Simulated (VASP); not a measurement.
# InP (F-43m) in VASP: a series of runs, part 2 of 2

VASP 6.6.1. Earlier steps stand in the parts before.

### 3 Single point, SVWN5

This run uses another cell than the first one, of 24.16 Å³/atom, 0.980 times its volume.

Input file INCAR:

```
SYSTEM = InP
PREC = Accurate
ENCUT = 520
EDIFF = 1E-6
ISMEAR = -1
SIGMA = 0.05
LREAL = .FALSE.
LASPH = .TRUE.
NELM = 100
ALGO = Normal
ISIF = 2
LWAVE = .FALSE.
LCHARG = .FALSE.
GGA = VW
NBANDS = 16
```

Input file KPOINTS:

```
Automatic mesh
0
G
  8 8 8
  0 0 0
```

Input file POSCAR:

```
InP
1.0
    0.0000000000      2.8908937935      2.8908937935
    2.8908937935      0.0000000000      2.8908937935
    2.8908937935      2.8908937935      0.0000000000
In P
1 1
Direct
    0.0000000000      0.0000000000      0.0000000000
    0.7500000000      0.7500000000      0.7500000000
```

Potentials or basis: VASP PAW PBE potentials, release 64 (In_d, P).

Run with:

```
$ cat potpaw_PBE.64/In_d/POTCAR potpaw_PBE.64/P/POTCAR > POTCAR
$ mpirun -np 1 vasp_std > vasp.out
```

OUTCAR:

```text
SYSTEM = InP
   PREC = Accurate
   ENCUT = 520
   EDIFF = 1E-6
   ISMEAR = -1
   LREAL = .FALSE.
   LASPH = .TRUE.
   NELM = 100
   ISIF = 2
   GGA = VW

 ion  position               nearest neighbor table
   1  0.000  0.000  0.000-   2 2.50   2 2.50   2 2.50   2 2.50
   2  0.750  0.750  0.750-   1 2.50   1 2.50   1 2.50   1 2.50

  LATTYP: Found a face centered cubic cell.
 ALAT       =     5.7817875870

  Lattice vectors:

[... 641 lines left out ...]

------------------------ aborting loop because EDIFF is reached ----------------------------------------

  FORCE on cell =-STRESS in cart. coord.  units (eV):
  Direction    XX          YY          ZZ          XY          YZ          ZX
  --------------------------------------------------------------------------------------
  -------------------------------------------------------------------------------------
  Total        0.5181025      0.5181025      0.5181025      0.0000000      0.0000000      0.0000000
  in kB       17.1790788     17.1790788     17.1790788      0.0000000      0.0000000      0.0000000
  external PRESSURE =      17.1790788 kB  Pullay stress =       0.0000000 kB

 VOLUME and BASIS-vectors are now :
 -----------------------------------------------------------------------------
  energy-cutoff  :      520.00
  volume of cell :       48.32
      direct lattice vectors                 reciprocal lattice vectors
     0.000000000  2.890893794  2.890893794    -0.172956890  0.172956890  0.172956890
     2.890893794  0.000000000  2.890893794     0.172956890 -0.172956890  0.172956890
     2.890893794  2.890893794  0.000000000     0.172956890  0.172956890 -0.172956890

 POSITION                                       TOTAL-FORCE (eV/Angst)
 -----------------------------------------------------------------------------------
      0.00000      0.00000      0.00000         0.000000     -0.000000      0.000000
      4.33634      4.33634      4.33634        -0.000000      0.000000     -0.000000
 -----------------------------------------------------------------------------------
    total drift:                                0.000000      0.000000      0.000000

  FREE ENERGIE OF THE ION-ELECTRON SYSTEM (eV)
  ---------------------------------------------------
  free  energy   TOTEN  =        -9.6445185254 eV

  energy  without entropy=       -9.6445134379  energy(sigma->0) =       -9.64451598
```

It took 12 s on 1 thread of AMD EPYC 9R45 (Zen 5), shared host; peak memory 0.13 GiB.

What came out:

* Free energy: -9.6445 eV
* Pressure: 1.7 GPa
* Band gap on the k mesh: 0.71 eV, direct

Caveat: the PAW data sets were made with another functional, which shifts forces and pressure a little; spin-orbit coupling is left out, which moves the levels of the heavy elements.

### 4 Single point, SVWN5

Input file INCAR:

```
  ALGO = Normal
  EDIFF = 1E-7
  ENCUT = 520
  GGA = VW
  ISIF = 2
  ISMEAR = -1
  LASPH = T
  LCHARG = T
  LELF = T
  LREAL = F
  LVHAR = T
  LWAVE = F
  NBANDS = 16
  NELM = 80
  PREC = Accurate
  SIGMA = 0.05
```

Input file KPOINTS:

```
k-points
0
Gamma
  8 8 8
```

Input file POSCAR:

```
InP
1.0
    0.0000000000      2.9108316221      2.9108316221
    2.9108316221      0.0000000000      2.9108316221
    2.9108316221      2.9108316221      0.0000000000
In P
1 1
Direct
    0.0000000000      0.0000000000      0.0000000000
    0.7500000000      0.7500000000      0.7500000000
```

Run with:

```
$ cat potpaw_PBE.64/In_d/POTCAR potpaw_PBE.64/P/POTCAR > POTCAR
$ mpirun -np 1 vasp_std > vasp.out
```

It took 14 s on 1 thread of AMD EPYC 9R45 (Zen 5), shared host; peak memory 0.13 GiB.

The run converged. Its results:

- Free energy: -9.6508 eV
- Pressure: 0.2 GPa
- Band gap on the k mesh: 0.59 eV, direct

Levels at points of the mesh, in eV from the valence-band top:
| k point | band 6 | band 7 | band 8 | band 9 | band 10 | band 11 | band 12 | band 13 |
| --- | --- | --- | --- | --- | --- | --- | --- | --- |
| (0.00, 0.00, 0.00) | -11.70 | 0.00 | 0.00 | 0.00 | 0.59 | 3.97 | 3.97 | 3.97 |
| (0.50, 0.00, 0.00) | -9.88 | -5.96 | -1.02 | -1.02 | 1.36 | 4.72 | 4.72 | 6.94 |
| (0.50, 0.50, 0.00) | -9.18 | -5.97 | -2.43 | -2.43 | 1.57 | 2.12 | 9.13 | 9.58 |

Caveat: the PAW data sets were made with another functional, which shifts forces and pressure a little; spin-orbit coupling is left out, which moves the levels of the heavy elements.

### 5 Single point, PBEsol+D4

This run uses another cell than the first one, of 25.17 Å³/atom, 1.020 times its volume.

Input file INCAR:

```
SYSTEM = InP
PREC     = Accurate       ! precision mode
ENCUT    = 520            ! plane-wave cutoff, eV
EDIFF    = 1E-7           ! SCF threshold, eV
ISMEAR   = -1             ! smearing method
SIGMA    = 0.05           ! smearing width, eV
LREAL    = .FALSE.        ! projectors in reciprocal space
LASPH    = .TRUE.         ! aspherical terms in the spheres
NELM     = 60             ! most SCF steps
ALGO     = Normal         ! electronic algorithm
ISIF     = 2              ! what is computed and relaxed
LWAVE    = .FALSE.        ! write WAVECAR
LCHARG   = .FALSE.        ! write CHGCAR
GGA      = PS             ! functional
IVDW     = 13             ! dispersion correction
NBANDS   = 16             ! bands
```

Input file KPOINTS:

```
regular mesh
0
G
  8 8 8
  0 0 0
```

Input file POSCAR:

```
InP
1.0
    0.0000000000      2.9305000000      2.9305000000
    2.9305000000      0.0000000000      2.9305000000
    2.9305000000      2.9305000000      0.0000000000
In P
1 1
Direct
    0.0000000000      0.0000000000      0.0000000000
    0.7500000000      0.7500000000      0.7500000000
```

Run with:

```
$ cat potpaw_PBE.64/In_d/POTCAR potpaw_PBE.64/P/POTCAR > POTCAR
$ mpirun -np 1 vasp_std > vasp.out
```

It took 14 s on 1 thread of AMD EPYC 9R45 (Zen 5), shared host; peak memory 0.15 GiB.

The run converged. Its results:

* Free energy: -9.5500 eV
* Pressure: -0.6 GPa
* Band gap on the k mesh: 0.61 eV, direct
* Dispersion energy per atom: -0.198 eV

Levels at points of the mesh, in eV from the valence-band top:
```tsv
k point	band 5	band 6	band 7	band 8	band 9	band 10	band 11	band 12	band 13	band 14
(0.00, 0.00, 0.00)	-14.00	-11.55	0.00	0.00	0.00	0.61	4.02	4.02	4.02	8.35
(0.50, 0.00, 0.00)	-13.98	-9.80	-5.80	-0.99	-0.99	1.40	4.74	4.74	6.95	9.31
(0.50, 0.50, 0.00)	-13.96	-9.13	-5.82	-2.35	-2.35	1.63	2.16	9.09	9.53	9.53
```

Caveat: the PAW data sets were made with another functional, which shifts forces and pressure a little; spin-orbit coupling is left out, which moves the levels of the heavy elements.

### 6 Single point, revPBE+D4

This run uses another cell than the first one, of 25.45 Å³/atom, 1.032 times its volume.

Input file INCAR:

```
PREC = Accurate
ENCUT = 520
EDIFF = 1E-6
ISMEAR = -1
SIGMA = 0.05
LREAL = False
LASPH = True
NELM = 80
ALGO = Normal
ISIF = 2
LWAVE = False
LCHARG = False
GGA = RE
IVDW = 13
NBANDS = 16
```

Input file KPOINTS:

```
Automatic mesh
0
Gamma
  8 8 8
```

Input file POSCAR:

```
InP
1.0
    0.0000000000      2.9413347448      2.9413347448
    2.9413347448      0.0000000000      2.9413347448
    2.9413347448      2.9413347448      0.0000000000
In P
1 1
Direct
    0.0000000000      0.0000000000      0.0000000000
    0.7500000000      0.7500000000      0.7500000000
```

Potentials or basis: VASP PAW PBE potentials, release 64 (In_d, P).

Run with:

```
$ cat potpaw_PBE.64/In_d/POTCAR potpaw_PBE.64/P/POTCAR > POTCAR
$ mpirun -np 1 vasp_std > vasp.out
```

Run time: 15 s. Hardware: 1 thread of AMD EPYC 9R45 (Zen 5), shared host; peak memory 0.15 GiB.

It converged, with:

```
Free energy                : -8.8671 eV
Pressure                   : -0.1 GPa
Band gap on the k mesh     : 0.75 eV, direct
Dispersion energy per atom : -0.531 eV
```

Levels at points of the mesh, in eV from the valence-band top:
```csv
k point,band 7,band 8,band 9,band 10,band 11,band 12
"(0.00, 0.00, 0.00)",0.00,0.00,0.00,0.75,4.12,4.12
"(0.50, 0.00, 0.00)",-5.63,-0.95,-0.95,1.55,4.84,4.84
"(0.50, 0.50, 0.00)",-5.67,-2.27,-2.27,1.87,2.33,9.25
```

Caveat: the PAW data sets were made with another functional, which shifts forces and pressure a little; spin-orbit coupling is left out, which moves the levels of the heavy elements.

### 7 Overview

| level | cell | gap on the mesh (eV) | pressure (GPa) |
| --- | --- | --- | --- |
| PBEsol+D4 | a = 4.117 Å, angles 60.0°, 2 atoms | 0.72 | 0.8 |
| SVWN5 | a = 4.088 Å, angles 60.0°, 2 atoms | 0.71 | 1.7 |
| SVWN5 | a = 4.117 Å, angles 60.0°, 2 atoms | 0.59 | 0.2 |
| PBEsol+D4 | a = 4.144 Å, angles 60.0°, 2 atoms | 0.61 | -0.6 |
| revPBE+D4 | a = 4.160 Å, angles 60.0°, 2 atoms | 0.75 | -0.1 |

Alike in all rows: task single point; potentials or basis VASP PAW PBE potentials, release 64 (In_d, P); no spin polarisation; k mesh 8 × 8 × 8; cutoff (eV) 520; smearing fermi-dirac 0.05 eV.

Caveats: the PAW data sets were made with another functional, which shifts forces and pressure a little; spin-orbit coupling is left out, which moves the levels of the heavy elements.

Absolute energies hang on the potentials; compare differences alone.

### 8 How close it comes

Step 2. A measured gap of InP is 1.4236 eV (direct; 1.6 K; a printed reference work, data compilation); the calculated 0.72 eV misses it by -0.70 eV. Spin-orbit coupling on In is left out. The value is that of PBEsol+D4, without temperature or zero-point motion. Semilocal functionals fall short of measured gaps as a rule.

Step 3. Against the measured gap of InP, 1.4236 eV (direct; 1.6 K; a printed reference work, data compilation), the calculated 0.71 eV is off by -0.72 eV. Spin-orbit coupling on In is left out. The value is that of SVWN5, without temperature or zero-point motion.

Step 4. Measured gap of InP: 1.4236 eV (direct; 1.6 K; a printed reference work, data compilation). This calculation gives 0.59 eV (-0.83 eV). Spin-orbit coupling on In is left out. The value is that of SVWN5, without temperature or zero-point motion.

Step 5. Measured gap of InP: 1.4236 eV (direct; 1.6 K; a printed reference work, data compilation). This calculation gives 0.61 eV (-0.81 eV). Spin-orbit coupling on In is left out. The value is that of PBEsol+D4, without temperature or zero-point motion. Semilocal functionals fall short of measured gaps as a rule.

Step 6. A measured gap of InP is 1.4236 eV (direct; 1.6 K; a printed reference work, data compilation); the calculated 0.75 eV misses it by -0.67 eV. Spin-orbit coupling on In is left out. The value is that of revPBE+D4, without temperature or zero-point motion. Semilocal functionals fall short of measured gaps as a rule.
